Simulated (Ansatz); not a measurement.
**Structure search for Bi2Te3**

The calculation used DFT PBE, scalar-relativistic, plane waves, PAW (Ansatz). All cells share a 420 eV cutoff and Γ-centred k meshes spaced at most about 0.3 Å⁻¹ (about 0.25 or finer for metals, 2π included). No spin polarisation.

The zero of energy is the elements' standard structures at the same level; no fitted shifts are applied.

These are static total energies at zero pressure. Only the structures computed here compete, so a lower one can exist. Weakly bound directions are ill-defined at this level, which has no dispersion term (R-3m at 36.7 Å³/atom), and this can change margins and order among such cells. Spin–orbit coupling, which can matter for Bi and Te, is left out. Kohn–Sham gaps at this level usually fall short of measured ones. The missing spin–orbit coupling can work the other way here. The zero gap of Pm-3m may come from the functional, which often closes small gaps. The reference form of Te is held partly by dispersion forces, which this level lacks.

Invented guesses and database cells were relaxed alike, and ends that match in structure were merged. ΔE counts from the first row. Coordination counts Te atoms around Bi (those within 1.25 times the shortest such distance or 1.15 times the sum of covalent radii, 1.27 where that leaves under three; a plus sign parts nearer from farther groups; the shortest distance is added where it exceeds 1.18 times the sum of covalent radii; a slash parts the counts of unlike sites). The ends were matched against large subsets of the Crystallography Open Database and the Materials Project, so a missing match doesn't prove that a structure is unreported.

```tsv
#	reached from	type and space group	atoms	Å³/atom	coordination	ΔE (meV/atom)	gap on mesh (eV)	in databases
1	a cell as deposited in COD	tetradymite, R-3m (No. 166)	5	36.7	Bi 6	0	0.55	COD
2	a cell as deposited in COD	R-3m (No. 166)	5	34.1	Bi 3	253	0.00	COD
3	random cell	I4/mmm (No. 139)	5	32.5	Bi 5+4	328	0.00	no match
4	random cell	P-6m2 (No. 187)	5	38.2	Bi 6/6 from 3.5 Å	486	0.00	no match
5	random cell	Pm-3m (No. 221)	5	40.2	Bi 6/12 from 4.1 Å	830	0.00	no match
```

The lowest: Space group R-3m (No. 166), trigonal, a = 4.447 Å, c = 32.169 Å. Around Bi lie 3 Te at 3.09 Å and 3 Te at 3.29 Å; Te on a site of symmetry -3m has 6 Bi at 3.29 Å; Te on a site of symmetry 3m has 3 Bi at 3.09 Å. Its energy over the elements is −0.241 eV/atom. It is a structure that the Crystallography Open Database (COD) lists.

```
CELL_PARAMETERS angstrom
2.22327 1.28361 10.72289
-2.22327 1.28361 10.72289
0.00000 -2.56722 10.72289
ATOMIC_POSITIONS crystal
Bi 0.39721 0.39721 0.39721
Bi 0.60279 0.60279 0.60279
Te 0.00000 0.00000 0.00000
Te 0.21603 0.21603 0.21603
Te 0.78397 0.78397 0.78397
```

The second: Space group R-3m (No. 166), trigonal, a = 4.469 Å, c = 29.570 Å. Around Bi lie 3 Te at 3.14 Å and 3 Bi at 3.42 Å; around Te on a site of symmetry -3m lie 6 Te at 3.27 Å; Te on a site of symmetry 3m has 3 Bi at 3.14 Å and 3 Te at 3.27 Å. Counting Te atoms around Bi, the first has Bi 6 and the second has Bi 3. Cells relaxed within their symmetry can be saddle points. Some types were kept out of the candidates beforehand, so the set may lack a known form.
